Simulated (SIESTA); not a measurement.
The system is CdS (Hawleyite).

```
Cd S
1.0
     0.00000    2.91650    2.91650
     2.91650    0.00000    2.91650
     2.91650    2.91650    0.00000
Cd S
1 1
Cartesian
  0.0000 0.0000 0.0000
  4.3748 4.3748 4.3748
```

Base run:

```yaml
Program: SIESTA 5.4.2
Functional: BLYP
Potentials_or_basis: PseudoDojo 0.4 standard (PBE files)
Basis: DZP (energy shift 0.003 Ry; two zetas on semicore shells)
Grid_cutoff: 800 Ry
Energy_shift: 0.003 Ry
k_mesh: 8 × 8 × 8
Occupations: fermi-dirac, width 0.05 eV
Spin: no spin polarisation
```

Its results: band gap on the k mesh 1.36 eV, direct; pressure 6.5 GPa.

Task: The run is repeated on the same cell with these changes: functional from BLYP to PBE. What comes out?

Result: Band gap on the k mesh 1.36 eV, direct; pressure 3.2 GPa.

PBE binds more tightly than BLYP, so the same cell stands under less pressure.

Caveats: the basis of atomic orbitals isn't converged, which shifts pressures, moduli and gaps; the potentials were made for another functional, which shifts forces and pressure (some runs); the basis holds too few empty states to meet the f-sum rule, so the spectrum is short of weight at high energy (some runs).

Not every run made on this cell is shown here.
